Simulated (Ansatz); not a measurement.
Input and output for Li (hcp type): DFT, PBE, all-electron LAPW, scalar-relativistic (Ansatz 0.2.0).

This is a prototype cell at a chosen volume, and whether it is the ground state is a separate question.

Command: `ansatz run input.yaml --threads 1 --pin off --max-ram 2048MiB --backend cpu --events-out ev --progress --plain --runs-dir out` It took 0.53 s on 1 thread of AMD EPYC 9R45 96-Core Processor (Zen 5) (shared host), peak memory 0.23 GiB.

```yaml
crystal:
  lattice:
    - [3.0646488937, 0.0, 0.0]
    - [-1.5323244468, 2.6540637956, 0.0]
    - [0.0, 0.0, 4.9647312077]
  atoms:
    - { symbol: Li, position: [0.3333333333, 0.6666666667, 0.25] }
    - { symbol: Li, position: [0.6666666667, 0.3333333333, 0.75] }
kpoints:
  mp_grid: { grid: [11, 11, 6] }
scf:
  occupations: { method: fermi_dirac, width: 0.05 }
hamiltonian:
  xc: pbe
  pseudopotentials: { kind: all_electron, lapw: { basis_error: 0.001 } }
output:
  forces: true
  stress: true
  eigenvalues: true
  populations: true
```

Output:

```
Li: projections on atomic orbitals take those of the free atom 1s2 2s1, of charge +0.00 (hamiltonian.pseudopotentials.projection_atoms)
LAPW: plane waves up to 4.175 Å⁻¹, error target 1.0e-3 eV per atom; small_component_spin mean_spin; Li in spheres of 1.524 Å, 3 of its electrons in bands, Dirac shells [] (how accurate: hamiltonian.pseudopotentials.lapw.basis_error, Limitations)
Engine: ansatz 0.2.0
Pseudopotentials: kind: all_electron
Pseudopotential: Li, LAPW, valence charge 3, lapw/all_electron/scalar/gaussian/Li, Koelling and Harmon's equation, gaussian nucleus
Functional definition: PBE
  parameter kappa = 0.804
  parameter beta = 0.06672455060314922
  exchange = pbe_x(kappa = kappa, mu = beta*pi^2/3)
  correlation = pbe_c(beta = beta)
Crystal: 2 atoms, lattice volume = 40.382 Å³
Basis set: ecut = 66.42202487883864 eV, 43 PW (Γ), exchange–correlation at level 2
Bands: 7, of which v1, the nominal top of the filled ones, is band 3 counted from 1 (2 counted from 0)
Symmetry: 24 space group operations
Space group: P63/mmc (ITA 194), of the structure as read, at distance tolerance 3.4e-5 Å
k-points: 64 of 726
Non-local potential: Li, projectors of the file, none
Initial density: superposition of atomic densities (chi_scale 0.1, normalization cell)
Initial wavefunctions: plane waves of lowest kinetic energy (no species holds an atomic orbital)
Functional: x = pbe(κ = 0.804, μ = 0.2195149727645171), c = pbe(β = 0.06672455060314922)
iter 1 solved again at ethr=2.45e-5 eV; its pass at ethr=1.00e-1 eV (dr2=1.47e-3 eV) is discarded
SCF iter   1: F=—  HF=-409.372629 eV  |F-HF|=—  |Δ(HF+E_count)|=         —  Δρ=1.79e-3  dr2=1.45e-3  ethr=2.45e-5  ⟨swp⟩=4.3  Hψ=4016  notcnv=0
preconditioner: auto → none  [metal: Δε(μ)=0.056 eV  Ē_g=6.389 eV  σ=0.050 eV  W_gap=0.26  n_scr=2 (ndim 8)  ℏωp=8.3 eV  f_vac=0.000  D(μ)=1.66/eV (n_scr^D=22)  sad-step TF]
SCF iter   2: F=—  HF=-409.371113 eV  |F-HF|=—  |Δ(HF+E_count)|=   1.52e-3  Δρ=1.16e-3  dr2=6.55e-4  ethr=2.42e-5  ⟨swp⟩=2.0  Hψ=1523  notcnv=0
iter 3 solved again at ethr=2.77e-7 eV; its pass at ethr=1.09e-5 eV (dr2=1.66e-5 eV) is discarded
SCF iter   3: F=—  HF=-409.370832 eV  |F-HF|=—  |Δ(HF+E_count)|=   2.81e-4  Δρ=1.72e-4  dr2=1.66e-5  ethr=2.77e-7  ⟨swp⟩=2.0  Hψ=2440  notcnv=0
SCF iter   4: F=-409.370837 eV  HF=-409.370837 eV  |F-HF|=2.47e-8  |Δ(HF+E_count)|=   5.78e-6  Δρ=7.70e-6  dr2=3.29e-8  ethr=2.76e-7  ⟨swp⟩=2.0  Hψ=1523  notcnv=0
SCF 1 converged in 4 iterations: F = -409.370837 eV  dr2 = 3.29e-8
SCF converged after 4 iterations
Free energy (F): -409.370837 eV
Harris-Foulkes:  -409.370837 eV  (|F-HF|=2.47e-8)
Internal energy: -409.358203 eV  (E = F + TS)
E sigma→0 (E₀):  -409.364520 eV
Entropy (-TS):   -0.012635 eV (-6.317 meV/atom)
Fermi energy:    0.964877 eV
--- Per-component energies (eV) ---
  E_band       = -183.206165
  E_kinetic    = 406.206350
  E_xc         = -101.512443
  E_electrostatic = -714.052110  (all electrons and nuclei)
  E_smearing   = -0.012635  (= −TS)
  E_closure    = 0.000000  (closes the sum)
  E_atoms      = -405.569258  (free atoms, spherical and without spin; not in F)
  Σ components = -409.370837   (vs F -409.370837, Δ=0.00e0)
  Basis errors (estimates in eV, not in F): energy 3.9e-4 per atom: plane waves 3.9e-4 (2.0e-4 summed), levels above the bands 7.4e-57, relativity 7.5e-9, radial functions 2.3e-6, core shells 0.0e0; eigenvalues (radial functions only) 2.5e-5; not estimated: angular momenta, meshes, grids; target (lapw.basis_error) 1.0e-3; muffin-tin radii Li 1.524 Å
--- Forces (eV/Å), atoms counted from 1 ---
  atom   1  Li    -0.00000000    -0.00000000     0.00000000
  atom   2  Li     0.00000000     0.00000000     0.00000000
  max |Σ_I F_I| component: 0.00e0 eV/Å
--- Stress (GPa, compression-positive) ---
       -0.167674      -0.000000       0.000000
       -0.000000      -0.167674       0.000000
        0.000000       0.000000       0.457723
  P = ⅓ Tr σ = 0.0408 GPa (0.408 kbar)
--- Band table (eV; the first three rows and the last of 64) ---
  k-point 0: bands = ["-45.5864", "-45.5675", "-2.6570", "0.9465", "3.9043", "13.3162", "13.3162"]
  k-point 1: bands = ["-45.5851", "-45.5687", "-2.5312", "0.3288", "4.8241", "13.4396", "13.4396"]
  k-point 2: bands = ["-45.5817", "-45.5722", "-2.1539", "-0.6694", "6.7213", "11.6076", "13.7852"]
  k-point 63: bands = ["-45.5639", "-45.5639", "2.7162", "2.7162", "3.9896", "3.9896", "7.3063"]
--- Löwdin populations: 2 sites ---
  site symbol       q [e]
     0     Li      2.9190
     1     Li      2.9190
  spilling = 0.026984 (of n_electrons = 6.000000)
```

populations.tsv:

```
# site	symbol	l	j	q
# orbitals = lowdin
# n_electrons = 6.000000
# spilling = 0.026984
# projection_atom_Li: 1s2 2s1
0	Li	0_1S	-	1.991187
0	Li	0_2S	-	0.927861
1	Li	0_1S	-	1.991187
1	Li	0_2S	-	0.927861
```

Next run (one bond, the shortest of the undistorted cell, set to 2.683 Å), as changes to the input before:

```diff
   atoms:
-    - { symbol: Li, position: [0.3333333333, 0.6666666667, 0.25] }
-    - { symbol: Li, position: [0.6666666667, 0.3333333333, 0.75] }
+    - { symbol: Li, position: [0.2933333333, 0.6466666667, 0.22] }
+    - { symbol: Li, position: [0.7066666667, 0.3533333333, 0.78] }
 kpoints:
```

Results part of the output:

```
SCF 1 converged in 6 iterations: F = -409.308645 eV  dr2 = 4.42e-10
SCF converged after 6 iterations
Free energy (F): -409.308645 eV
Harris-Foulkes:  -409.308645 eV  (|F-HF|=2.52e-10)
Internal energy: -409.298510 eV  (E = F + TS)
E sigma→0 (E₀):  -409.303578 eV
Entropy (-TS):   -0.010135 eV (-5.068 meV/atom)
Fermi energy:    0.934068 eV
--- Per-component energies (eV) ---
  E_band       = -183.257486
  E_kinetic    = 406.469494
  E_xc         = -101.579010
  E_electrostatic = -714.188995  (all electrons and nuclei)
  E_smearing   = -0.010135  (= −TS)
  E_closure    = 0.000000  (closes the sum)
  E_atoms      = -405.569258  (free atoms, spherical and without spin; not in F)
  Σ components = -409.308645   (vs F -409.308645, Δ=0.00e0)
  Basis errors (estimates in eV, not in F): energy 4.1e-4 per atom: plane waves 4.0e-4 (2.0e-4 summed), levels above the bands 7.2e-58, relativity 5.2e-9, radial functions 1.3e-5, core shells 0.0e0; eigenvalues (radial functions only) 4.6e-6; not estimated: angular momenta, meshes, grids; target (lapw.basis_error) 1.0e-3; muffin-tin radii Li 1.341 Å
--- Forces (eV/Å), atoms counted from 1 ---
  atom   1  Li     0.05079795     0.02932821     0.39922209
  atom   2  Li    -0.05079795    -0.02932821    -0.39922209
  max |Σ_I F_I| component: 0.00e0 eV/Å
--- Stress (GPa, compression-positive) ---
        0.289527       0.249617       0.248864
        0.249617       0.001294       0.143682
        0.248864       0.143682       1.135501
  P = ⅓ Tr σ = 0.4754 GPa (4.754 kbar)
--- Band table (eV; the first three rows and the last of 204) ---
  k-point 0: bands = ["-45.5985", "-45.5706", "-2.6514", "1.0161", "3.7802", "13.0325", "13.5114"]
  k-point 1: bands = ["-45.5976", "-45.5714", "-2.5261", "0.3728", "4.7164", "13.1385", "13.6089"]
  k-point 2: bands = ["-45.5957", "-45.5733", "-2.1523", "-0.6374", "6.5744", "11.7856", "13.4818"]
  k-point 203: bands = ["-45.5731", "-45.5718", "1.5330", "1.7090", "4.5075", "4.6527", "9.1987"]
--- Löwdin populations: 2 sites ---
  site symbol       q [e]
     0     Li      2.9151
     1     Li      2.9151
  spilling = 0.028301 (of n_electrons = 6.000000)
```

Next run (one bond, the shortest of the undistorted cell, set to 2.500 Å), as changes to the input before:

```diff
   atoms:
-    - { symbol: Li, position: [0.2933333333, 0.6466666667, 0.22] }
-    - { symbol: Li, position: [0.7066666667, 0.3533333333, 0.78] }
+    - { symbol: Li, position: [0.2733333333, 0.6366666667, 0.205] }
+    - { symbol: Li, position: [0.7266666667, 0.3633333333, 0.795] }
 kpoints:
```

Results part of the output:

```
SCF 1 converged in 6 iterations: F = -409.221914 eV  dr2 = 4.84e-10
SCF converged after 6 iterations
Free energy (F): -409.221914 eV
Harris-Foulkes:  -409.221914 eV  (|F-HF|=5.16e-10)
Internal energy: -409.213338 eV  (E = F + TS)
E sigma→0 (E₀):  -409.217626 eV
Entropy (-TS):   -0.008576 eV (-4.288 meV/atom)
Fermi energy:    0.902438 eV
--- Per-component energies (eV) ---
  E_band       = -183.370264
  E_kinetic    = 406.785293
  E_xc         = -101.658619
  E_electrostatic = -714.340012  (all electrons and nuclei)
  E_smearing   = -0.008576  (= −TS)
  E_closure    = 0.000000  (closes the sum)
  E_atoms      = -405.569258  (free atoms, spherical and without spin; not in F)
  Σ components = -409.221914   (vs F -409.221914, Δ=0.00e0)
  Basis errors (estimates in eV, not in F): energy 4.9e-4 per atom: plane waves 4.4e-4 (2.3e-4 summed), levels above the bands 8.8e-58, relativity 1.1e-9, radial functions 4.5e-5, core shells 0.0e0; eigenvalues (radial functions only) 2.0e-6; not estimated: angular momenta, meshes, grids; target (lapw.basis_error) 1.0e-3; muffin-tin radii Li 1.250 Å
--- Forces (eV/Å), atoms counted from 1 ---
  atom   1  Li     0.10389886     0.05998604     0.64669373
  atom   2  Li    -0.10389886    -0.05998604    -0.64669373
  max |Σ_I F_I| component: 1.11e-16 eV/Å
--- Stress (GPa, compression-positive) ---
        0.759317       0.466995       0.611258
        0.466995       0.220077       0.352910
        0.611258       0.352910       2.058723
  P = ⅓ Tr σ = 1.0127 GPa (10.127 kbar)
--- Band table (eV; the first three rows and the last of 204) ---
  k-point 0: bands = ["-45.6276", "-45.5853", "-2.6438", "1.1041", "3.6379", "12.8616", "13.5870"]
  k-point 1: bands = ["-45.6270", "-45.5859", "-2.5191", "0.4270", "4.5989", "12.9436", "13.6686"]
  k-point 2: bands = ["-45.6258", "-45.5871", "-2.1492", "-0.5984", "6.4267", "11.9296", "13.2700"]
  k-point 203: bands = ["-45.5993", "-45.5893", "1.4810", "1.6304", "4.5606", "4.7407", "8.9664"]
--- Löwdin populations: 2 sites ---
  site symbol       q [e]
     0     Li      2.9100
     1     Li      2.9100
  spilling = 0.029995 (of n_electrons = 6.000000)
```

Next run (one bond, the shortest of the undistorted cell, set to 2.134 Å), as changes to the input before:

```diff
   atoms:
-    - { symbol: Li, position: [0.2733333333, 0.6366666667, 0.205] }
-    - { symbol: Li, position: [0.7266666667, 0.3633333333, 0.795] }
+    - { symbol: Li, position: [0.2333333333, 0.6166666667, 0.175] }
+    - { symbol: Li, position: [0.7666666667, 0.3833333333, 0.825] }
 kpoints:
```

Command: `ansatz run input.yaml --threads 1 --pin off --max-ram 2048MiB --backend cpu --events-out ev --progress --plain --runs-dir out` It took 2.5 s on 1 thread of AMD EPYC 9R45 96-Core Processor (Zen 5) (shared host), peak memory 0.32 GiB.

Results part of the output:

```
SCF 1 converged in 6 iterations: F = -408.886532 eV  dr2 = 5.44e-10
SCF converged after 6 iterations
Free energy (F): -408.886532 eV
Harris-Foulkes:  -408.886532 eV  (|F-HF|=3.52e-10)
Internal energy: -408.878822 eV  (E = F + TS)
E sigma→0 (E₀):  -408.882677 eV
Entropy (-TS):   -0.007710 eV (-3.855 meV/atom)
Fermi energy:    0.798749 eV
--- Per-component energies (eV) ---
  E_band       = -184.076242
  E_kinetic    = 407.656755
  E_xc         = -101.887109
  E_electrostatic = -714.648467  (all electrons and nuclei)
  E_smearing   = -0.007710  (= −TS)
  E_closure    = 0.000000  (closes the sum)
  E_atoms      = -405.569258  (free atoms, spherical and without spin; not in F)
  Σ components = -408.886532   (vs F -408.886532, Δ=0.00e0)
  Basis errors (estimates in eV, not in F): energy 5.1e-4 per atom: plane waves 4.6e-4 (2.6e-4 summed), levels above the bands 5.4e-59, relativity 1.8e-9, radial functions 4.9e-5, core shells 0.0e0; eigenvalues (radial functions only) 6.9e-7; not estimated: angular momenta, meshes, grids; target (lapw.basis_error) 1.0e-3; muffin-tin radii Li 1.067 Å
--- Forces (eV/Å), atoms counted from 1 ---
  atom   1  Li     0.32079863     0.18521318     1.32679472
  atom   2  Li    -0.32079863    -0.18521318    -1.32679472
  max |Σ_I F_I| component: 2.78e-17 eV/Å
--- Stress (GPa, compression-positive) ---
        1.962866       1.196851       1.976451
        1.196851       0.580862       1.141104
        1.976451       1.141104       5.321736
  P = ⅓ Tr σ = 2.6218 GPa (26.218 kbar)
--- Band table (eV; the first three rows and the last of 204) ---
  k-point 0: bands = ["-45.8245", "-45.7025", "-2.6108", "1.3986", "3.2513", "12.4744", "13.3309"]
  k-point 1: bands = ["-45.8242", "-45.7028", "-2.4870", "0.5930", "4.3226", "12.5000", "13.3937"]
  k-point 2: bands = ["-45.8237", "-45.7033", "-2.1243", "-0.4825", "6.1205", "11.9626", "12.9274"]
  k-point 203: bands = ["-45.7898", "-45.7128", "1.3395", "1.4943", "4.6553", "4.8273", "8.5183"]
--- Löwdin populations: 2 sites ---
  site symbol       q [e]
     0     Li      2.8893
     1     Li      2.8893
  spilling = 0.036897 (of n_electrons = 6.000000)
```

Next run (one bond, the shortest of the undistorted cell, set to 1.951 Å), as changes to the input before:

```diff
   atoms:
-    - { symbol: Li, position: [0.2333333333, 0.6166666667, 0.175] }
-    - { symbol: Li, position: [0.7666666667, 0.3833333333, 0.825] }
+    - { symbol: Li, position: [0.2133333333, 0.6066666667, 0.16] }
+    - { symbol: Li, position: [0.7866666667, 0.3933333333, 0.84] }
 kpoints:
```

Results part of the output:

```
SCF 1 converged in 6 iterations: F = -408.607768 eV  dr2 = 4.23e-9
SCF converged after 6 iterations
Free energy (F): -408.607768 eV
Harris-Foulkes:  -408.607768 eV  (|F-HF|=8.23e-10)
Internal energy: -408.599882 eV  (E = F + TS)
E sigma→0 (E₀):  -408.603825 eV
Entropy (-TS):   -0.007886 eV (-3.943 meV/atom)
Fermi energy:    0.768530 eV
--- Per-component energies (eV) ---
  E_band       = -184.820271
  E_kinetic    = 408.088946
  E_xc         = -102.026302
  E_electrostatic = -714.662526  (all electrons and nuclei)
  E_smearing   = -0.007886  (= −TS)
  E_closure    = 0.000000  (closes the sum)
  E_atoms      = -405.569258  (free atoms, spherical and without spin; not in F)
  Σ components = -408.607768   (vs F -408.607768, Δ=0.00e0)
  Basis errors (estimates in eV, not in F): energy 4.8e-4 per atom: plane waves 4.5e-4 (2.7e-4 summed), levels above the bands 2.1e-60, relativity 2.2e-9, radial functions 3.2e-5, core shells 0.0e0; eigenvalues (radial functions only) 5.7e-7; not estimated: angular momenta, meshes, grids; target (lapw.basis_error) 1.0e-3; muffin-tin radii Li 0.975 Å
--- Forces (eV/Å), atoms counted from 1 ---
  atom   1  Li     0.50316364     0.29050166     1.76076598
  atom   2  Li    -0.50316364    -0.29050166    -1.76076598
  max |Σ_I F_I| component: 2.22e-16 eV/Å
--- Stress (GPa, compression-positive) ---
        2.756067       1.784354       2.948024
        1.784354       0.695673       1.702043
        2.948024       1.702043       7.272845
  P = ⅓ Tr σ = 3.5749 GPa (35.749 kbar)
--- Band table (eV; the first three rows and the last of 204) ---
  k-point 0: bands = ["-46.0514", "-45.8283", "-2.5735", "1.6220", "3.0299", "12.3061", "12.8908"]
  k-point 1: bands = ["-46.0512", "-45.8284", "-2.4489", "0.7027", "4.2075", "12.3026", "12.9467"]
  k-point 2: bands = ["-46.0509", "-45.8287", "-2.0847", "-0.4101", "6.0149", "11.7985", "12.8460"]
  k-point 203: bands = ["-46.0141", "-45.8412", "1.1478", "1.6014", "4.6856", "4.8331", "8.3183"]
--- Löwdin populations: 2 sites ---
  site symbol       q [e]
     0     Li      2.8694
     1     Li      2.8694
  spilling = 0.043532 (of n_electrons = 6.000000)
```
